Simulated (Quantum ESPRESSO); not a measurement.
# Sn (Immm) in Quantum ESPRESSO: further runs

The runs below take Sn through phonons, with PBEsol, PBE.

Everything below comes from runs of Quantum ESPRESSO 7.5. Logs are shortened: lines on timing, memory, paths and dates and some standing lists are left out, and cuts for length are marked.

## (1) Starting point

It takes space group Immm (No. 71, orthorhombic). Conventional cell: a = 3.453 Å, b = 3.551 Å, c = 4.677 Å, α = 90.00°, β = 90.00°, γ = 90.00°. Around Sn (site symmetry mmm) lie 12 Sn at 3.41 to 3.55 Å.

This isn't the form of Sn at room conditions, which is tetragonal (white tin).

## (2) Phonons, PBEsol

Contents of pw.in:

```
&CONTROL
  calculation = 'scf'
  prefix = 'pwscf'
  outdir = './tmp'
  pseudo_dir = './pseudo'
  tprnfor = .true.
  tstress = .true.
  disk_io = 'low'
/
&SYSTEM
  ibrav = 0
  celldm(1) = 8
  nat = 1
  ntyp = 1
  ecutwfc = 72
  nbnd = 13
  occupations = 'smearing'
  smearing = 'mv'
  degauss = 0.01469973
/
&ELECTRONS
  conv_thr = 2d-10
  electron_maxstep = 120
  mixing_beta = 0.5
/
ATOMIC_SPECIES
Sn   118.7100 Sn.upf
CELL_PARAMETERS alat
 -0.4078357316857   0.4194121939251   0.5523532457137
  0.4078357316857  -0.4194121939251   0.5523532457137
  0.4078357316857   0.4194121939251  -0.5523532457137
ATOMIC_POSITIONS crystal
Sn     0.0000000000    0.0000000000    0.0000000000
K_POINTS automatic
9 9 9 0 0 0
```

Contents of relax.in:

```
&CONTROL
  calculation = 'vc-relax'
  prefix = 'pwscf'
  outdir = './tmp'
  pseudo_dir = './pseudo'
  tprnfor = .true.
  tstress = .true.
  disk_io = 'low'
  nstep = 40
  forc_conv_thr = 0.0001
  etot_conv_thr = 1d-06
/
&SYSTEM
  ibrav = 0
  celldm(1) = 8
  nat = 1
  ntyp = 1
  ecutwfc = 72
  nbnd = 13
  occupations = 'smearing'
  smearing = 'mv'
  degauss = 0.01469973
/
&ELECTRONS
  conv_thr = 2d-10
  electron_maxstep = 120
  mixing_beta = 0.5
/
&IONS
  ion_dynamics = 'bfgs'
/
&CELL
  cell_dynamics = 'bfgs'
  press = 0
  press_conv_thr = 0.2
/
ATOMIC_SPECIES
Sn   118.7100 Sn.upf
CELL_PARAMETERS alat
 -0.4078357316857   0.4194121939251   0.5523532457137
  0.4078357316857  -0.4194121939251   0.5523532457137
  0.4078357316857   0.4194121939251  -0.5523532457137
ATOMIC_POSITIONS crystal
Sn     0.0000000000    0.0000000000    0.0000000000
K_POINTS automatic
9 9 9 0 0 0
```

Contents of scf2.in:

```
&CONTROL
  calculation = 'scf'
  prefix = 'pwscf'
  outdir = './tmp'
  pseudo_dir = './pseudo'
  tprnfor = .true.
  tstress = .true.
  disk_io = 'low'
/
&SYSTEM
  ibrav = 0
  celldm(1) = 8
  nat = 1
  ntyp = 1
  ecutwfc = 72
  nbnd = 13
  occupations = 'smearing'
  smearing = 'mv'
  degauss = 0.01469973
/
&ELECTRONS
  conv_thr = 1d-13
  electron_maxstep = 120
  mixing_beta = 0.5
  startingpot = 'file'
  startingwfc = 'file'
/
ATOMIC_SPECIES
Sn   118.7100 Sn.upf
CELL_PARAMETERS alat
 -0.3959776056254   0.3959776056254   0.5596214141236
  0.3959776056254  -0.3959776056254   0.5596214141236
  0.3959776056254   0.3959776056254  -0.5596214141236
ATOMIC_POSITIONS crystal
Sn     0.0000000000    0.0000000000    0.0000000000
K_POINTS automatic
9 9 9 0 0 0
```

Contents of ph.in:

```
phonons of Sn
&INPUTPH
  prefix = 'pwscf'
  outdir = './tmp'
  tr2_ph = 1d-18
  fildyn = 'dyn'
  niter_ph = 90
  alpha_mix(1) = 0.4
/
0.6313488350 0.0000000000 0.4467305819
```

Potentials or basis: PseudoDojo 0.4.1 SR PBEsol standard.

Run with:

```
$ OMP_NUM_THREADS=1 pw.x -in pw.in > pw.out
$ OMP_NUM_THREADS=1 pw.x -in relax.in > relax.out
$ OMP_NUM_THREADS=1 pw.x -in scf2.in > scf2.out
$ OMP_NUM_THREADS=1 ph.x -in ph.in > ph.out
```

pw.out:

```text
This program is part of the open-source Quantum ESPRESSO suite
     for quantum simulation of materials; please cite
[... 9 lines left out ...]
     --------------------
     sticks:   dense  smooth     PW     G-vecs:    dense   smooth      PW
     Sum         947     947    299                15993    15993    2799

     Using Slab Decomposition

     bravais-lattice index     =            0
     lattice parameter (alat)  =       8.0000  a.u.
     unit-cell volume          =     193.4965 (a.u.)^3
     number of atoms/cell      =            1
     number of atomic types    =            1
     number of electrons       =        14.00
     number of Kohn-Sham states=           13
     kinetic-energy cutoff     =      72.0000  Ry
     charge density cutoff     =     288.0000  Ry
     scf convergence threshold =      2.0E-10
     mixing beta               =       0.5000
     number of iterations used =            8  plain     mixing
     Exchange-correlation= PBESOL
                           (   1   4  10   8   0   0   0)

     celldm(1)=   8.000000  celldm(2)=   0.000000  celldm(3)=   0.000000
     celldm(4)=   0.000000  celldm(5)=   0.000000  celldm(6)=   0.000000

     crystal axes: (cart. coord. in units of alat)
               a(1) = (  -0.407836   0.419412   0.552353 )
               a(2) = (   0.407836  -0.419412   0.552353 )
               a(3) = (   0.407836   0.419412  -0.552353 )

     reciprocal axes: (cart. coord. in units 2 pi/alat)
               b(1) = ( -0.000000  1.192145  0.905218 )
               b(2) = (  1.225984 -0.000000  0.905218 )
               b(3) = (  1.225984  1.192145  0.000000 )

     PseudoPot. # 1 for Sn read from file:
     Sn.upf
     Pseudo is Norm-conserving + core correction, Zval = 14.0
     Generated using ONCVPSP code by D. R. Hamann
     Using radial grid of 1628 points,  6 beta functions with:
                l(1) =   0
                l(2) =   0
                l(3) =   1
                l(4) =   1
                l(5) =   2
                l(6) =   2

     atomic species   valence    mass     pseudopotential
     Sn               14.00   118.71000     Sn( 1.00)

      8 Sym. Ops., with inversion, found

   Cartesian axes

     site n.     atom                  positions (alat units)
         1        Sn     tau(   1) = (   0.0000000   0.0000000   0.0000000  )

     number of k points=   125  Marzari-Vanderbilt smearing, width (Ry)=  0.0147

     Number of k-points >= 100: set verbosity='high' to print them.

     Dense  grid:    15993 G-vectors     FFT dimensions: (  36,  36,  36)

     Initial potential from superposition of free atoms

     starting charge      13.9986, renormalised to      14.0000
     Starting wfcs are    9 randomized atomic wfcs +    4 random wfcs

     Self-consistent Calculation

     iteration #  1     ecut=    72.00 Ry     beta= 0.50
     Davidson diagonalization with overlap
     ethr =  1.00E-02,  avg # of iterations =  4.3

     Threshold (ethr) on eigenvalues was too large:
     Diagonalizing with lowered threshold

     Davidson diagonalization with overlap
     c_bands:  1 eigenvalues not converged
     ethr =  2.01E-05,  avg # of iterations =  6.0

     total energy              =    -157.25798248 Ry
     estimated scf accuracy    <       0.00281775 Ry

     iteration #  2     ecut=    72.00 Ry     beta= 0.50
     Davidson diagonalization with overlap
     ethr =  2.01E-05,  avg # of iterations =  1.0

     total energy              =    -157.25818866 Ry
     estimated scf accuracy    <       0.00030083 Ry

     iteration #  3     ecut=    72.00 Ry     beta= 0.50
     Davidson diagonalization with overlap
     ethr =  2.15E-06,  avg # of iterations =  2.5

     total energy              =    -157.25820810 Ry
     estimated scf accuracy    <       0.00002551 Ry

     iteration #  4     ecut=    72.00 Ry     beta= 0.50
     Davidson diagonalization with overlap
     ethr =  1.82E-07,  avg # of iterations =  1.2

     total energy              =    -157.25820973 Ry
     estimated scf accuracy    <       0.00000054 Ry

     iteration #  5     ecut=    72.00 Ry     beta= 0.50
     Davidson diagonalization with overlap
     ethr =  3.89E-09,  avg # of iterations =  2.8

     total energy              =    -157.25820991 Ry
     estimated scf accuracy    <       0.00000003 Ry

     iteration #  6     ecut=    72.00 Ry     beta= 0.50
     Davidson diagonalization with overlap
     ethr =  2.45E-10,  avg # of iterations =  2.0

     total energy              =    -157.25820991 Ry
     estimated scf accuracy    <          5.1E-09 Ry

     iteration #  7     ecut=    72.00 Ry     beta= 0.50
     Davidson diagonalization with overlap
     ethr =  3.64E-11,  avg # of iterations =  2.0

     End of self-consistent calculation

     Number of k-points >= 100: set verbosity='high' to print the bands.

     the Fermi energy is    10.2687 ev

!    total energy              =    -157.25820991 Ry
     estimated scf accuracy    <          6.1E-11 Ry
     smearing contrib. (-TS)   =       0.00000411 Ry
     internal energy E=F+TS    =    -157.25821402 Ry

     The total energy is F=E-TS. E is the sum of the following terms:
     one-electron contribution =     -50.14543630 Ry
     hartree contribution      =      34.33674924 Ry
     xc contribution           =     -43.58470511 Ry
     ewald contribution        =     -97.86482185 Ry

     convergence has been achieved in   7 iterations

     Forces acting on atoms (cartesian axes, Ry/au):

     atom    1 type  1   force =     0.00000000    0.00000000    0.00000000

     Total force =     0.000000     Total SCF correction =     0.000000

     Computing stress (Cartesian axis) and pressure

          total   stress  (Ry/bohr**3)                   (kbar)     P=      -33.65
  -0.00024338   0.00000000  -0.00000000          -35.80        0.00       -0.00
  -0.00000000  -0.00028912  -0.00000000           -0.00      -42.53       -0.00
  -0.00000000  -0.00000000  -0.00015366           -0.00       -0.00      -22.60

=------------------------------------------------------------------------------=
   JOB DONE.
=------------------------------------------------------------------------------=
```

It took 9 min on 1 thread of Intel Xeon 6975P-C (Granite Rapids), shared host; peak memory 0.09 GiB.

What came out:

```
Free energy                                 : -2139.6397 eV
Relaxed volume                              : 26.63 Å³/atom
Relaxed cell                                : a = 3.352 Å, b = 3.352 Å, c = 3.352 Å, α = 119.98°, β = 119.98°, γ = 90.04°
Space group after relaxing (to 0.05 Å)      : Fm-3m (No. 225)
Pressure after relaxing                     : 0.0 GPa
Band gap on the k mesh                      : none (metal or under the smearing width)
Highest phonon frequency at the q point run : 108 cm⁻¹
```

The path:
```tsv
step	energy change (eV)	largest force (eV/Å)	pressure (GPa)	volume (Å³)
1	0.0000	0.0000	-3.36	28.67
2	-0.0099	0.0000	-2.67	28.18
3	-0.0203	0.0000	-1.64	27.52
4	-0.0280	0.0000	-0.06	26.66
5	-0.0294	0.0000	0.60	26.33
6	-0.0305	0.0000	0.70	26.29
7	-0.0317	0.0000	0.53	26.37
8	-0.0326	0.0000	0.10	26.58
9	-0.0326	0.0000	0.01	26.62
10	-0.0327	0.0000	-0.07	26.66
11	-0.0327	0.0000	-0.10	26.68
12	-0.0328	0.0000	-0.06	26.66
13	-0.0328	0.0000	-0.01	26.64
14	-0.0328	0.0000	0.00	26.63
```

Final structure:
```xyz
1
Lattice="-1.6763 1.6764 2.3691 1.6763 -1.6764 2.3691 1.6763 1.6764 -2.3691" Properties=species:S:1:pos:R:3 pbc="T T T"
Sn    0.0000    0.0000    0.0000
```

Levels at points of the mesh, in eV from the Fermi level:
```
           k point  band 3  band 4  band 5  band 6  band 7  band 8  band 9  band 10  band 11  band 12
(0.00, 0.00, 0.00)  -21.64  -21.56  -21.56  -11.45    7.72    7.72    7.72    10.81    11.80    11.80
```

Phonon frequencies in cm⁻¹ (negative: imaginary):
```tsv
q point	frequencies
(0.000, 0.500, 0.000)	45 45 108
```

Caveat: the cell relaxed to another space group than the one typed; the q point doesn't lie on the k mesh, which can shift a metal's frequencies strongly unless the mesh is converged.

[end of part 1 of 2]
